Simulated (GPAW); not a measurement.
The system is Sr.

```xyz
1
Lattice="0.0000 3.0423 3.0423 3.0423 0.0000 3.0423 3.0423 3.0423 0.0000" Properties=species:S:1:pos:R:3 pbc="T T T"
Sr    0.0000    0.0000    0.0000
```

| Quantity | Value |
| --- | --- |
| Program | GPAW 26.7.0 |
| Task | single point |
| Functional | PBE |
| Potentials or basis | GPAW PAW data sets (gpaw-data 1.2.1) |
| Cutoff | 600 eV |
| Basis | pw |
| k mesh | 8 × 8 × 8 |
| Occupations | fermi-dirac, width 0.05 eV |
| Spin | no spin polarisation |

On this cell: pressure -0.3 GPa; band gap on the k mesh none (metal or under the smearing width).

The same run follows on a disturbed copy (cell strained at random at fixed volume):

```xyz
1
Lattice="0.0661 3.0196 2.9653 3.1346 0.0075 3.0238 3.1290 3.0725 0.0132" Properties=species:S:1:pos:R:3 pbc="T T T"
Sr    0.0326    0.0158   -0.0426
```

Task: What changes?

Result: The energy (extrapolated to zero smearing) moves by +3.2 meV/atom; pressure -0.3 GPa; band gap on the k mesh none (metal or under the smearing width).

Stress tensor (GPa, compression positive):
```
-0.38 -0.23 -0.28
-0.23 -0.24  0.19
-0.28  0.19 -0.16
```
